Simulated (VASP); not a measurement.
Wanted: the native input for a VASP 6.6.1 run.

```yaml
Task: relaxation of shape and atoms at fixed volume
Functional: LDA
Potentials_or_basis: VASP PAW LDA potentials, release 64 (Ru_pv)
Cutoff: 600 eV
k_mesh: 15 × 15 × 9
Occupations: methfessel-paxton, width 0.1 eV
Spin: no spin polarisation
Further_INCAR_settings: ALGO = Normal; EDIFF = 1e-07; IBRION = 2; EDIFFG = -0.01; NSW = 40; ISIF = 4
```

The structure of Ru lies in POSCAR:

```
Ru                                      
1.0
    2.7097336785      0.0000000000      0.0000000000
   -1.3548668393      2.3466982031     -0.0000000000
   -0.0000000000      0.0000000000      4.2908214596
  Ru            
     2
Direct
     0.3333333332999970    0.6666666667000030    0.2500000000000000
     0.6666666667000030    0.3333333332999970    0.7500000000000000
```

The cell isn't the ideal one: a relaxed cell with its volume scaled by 1.04.

The input as run:

INCAR

```
ALGO = Normal
EDIFF = 1E-7
EDIFFG = -0.01
ENCUT = 600
GGA = CA
IBRION = 2
ISIF = 4
ISMEAR = 1
LASPH = True
LCHARG = False
LREAL = False
LWAVE = False
NELM = 80
NSW = 40
PREC = Accurate
SIGMA = 0.1
```

KPOINTS

```
k-points
0
Gamma
  15 15 9
```

Potentials or basis: VASP PAW LDA potentials, release 64 (Ru_pv).

Run with:

```console
$ cat potpaw_LDA.64/Ru_pv/POTCAR > POTCAR
$ mpirun -np 1 vasp_std > vasp.out
```

Results of the run:

```yaml
Energy_gained_by_relaxing: 0.1 meV/atom
Ionic_steps: 3
Pressure_after_relaxing: -13.1 GPa
Band_gap_on_the_k_mesh: none (metal or under the smearing width)
```

Run time: 75 s on 1 thread of Intel(R) Xeon(R) Platinum 8488C (Sapphire Rapids), on a shared host, peak memory 0.18 GiB.
